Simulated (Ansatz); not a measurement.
# InAs: the cost of one run

Program: Ansatz 0.2.0. Level of theory: DFT r2SCAN, scalar-relativistic, plane waves, PAW. These are calculated values, not measurements.

## 1. The system as given

Symmetry: Fd-3m, No. 227, cubic system. The conventional cell has a = 7.790 Å, b = 7.790 Å, c = 7.790 Å, α = 90.00°, β = 90.00°, γ = 90.00°. Around In (site symmetry -43m) lie 4 In at 3.37 Å and 4 As at 3.37 Å. Around As (site symmetry -43m) lie 4 In at 3.37 Å and 4 As at 3.37 Å.

As a file:

```xyz
4
Lattice="0.0000 3.8952 3.8952 3.8952 0.0000 3.8952 3.8952 3.8952 0.0000" Properties=species:S:1:pos:R:3 pbc="T T T"
In    3.8952    3.8952    3.8952
In    5.8428    5.8428    5.8428
As    0.0000    0.0000    0.0000
As    1.9476    1.9476    1.9476
```

This is candidate A: NaTl (B32) type (Fd-3m, No. 227).

(A quick probe on a coarse mesh, which set the mesh and smearing, is not shown.)

## 3. Coarse relaxation (candidate A)

input.yaml

```yaml
crystal:
  lattice:
    - [0.0, 3.8951858583, 3.8951858583]
    - [3.8951858583, 0.0, 3.8951858583]
    - [3.8951858583, 3.8951858583, 0.0]
  atoms:
    - { symbol: In, position: [0.5, 0.5, 0.5] }
    - { symbol: In, position: [0.75, 0.75, 0.75] }
    - { symbol: As, position: [0.0, 0.0, 0.0] }
    - { symbol: As, position: [0.25, 0.25, 0.25] }
basis:
  ecutwfc: 500
kpoints:
  mp_grid: { grid: [4, 4, 4] }
hamiltonian:
  xc: r2scan
scf:
  occupations: { method: gaussian, width: 0.1 }
  lower_state_search: "off"
output:
  forces: true
  stress: true
  eigenvalues: true
relax:
  adjacent_minimum: "off"
  f_tol: 0.04
  max_steps: 70
  cell: { stress_tol: 0.4 }
```

On the command line:

```console
$ ansatz run input.yaml --threads 1 --pin off --max-ram 3072MiB --backend cpu --events-out ev --progress --plain --runs-dir out
```

Q: Estimate wall time and peak memory on 1 thread of Arm Neoverse V2, shared host.

About 39 s, with a peak of 0.76 GiB.
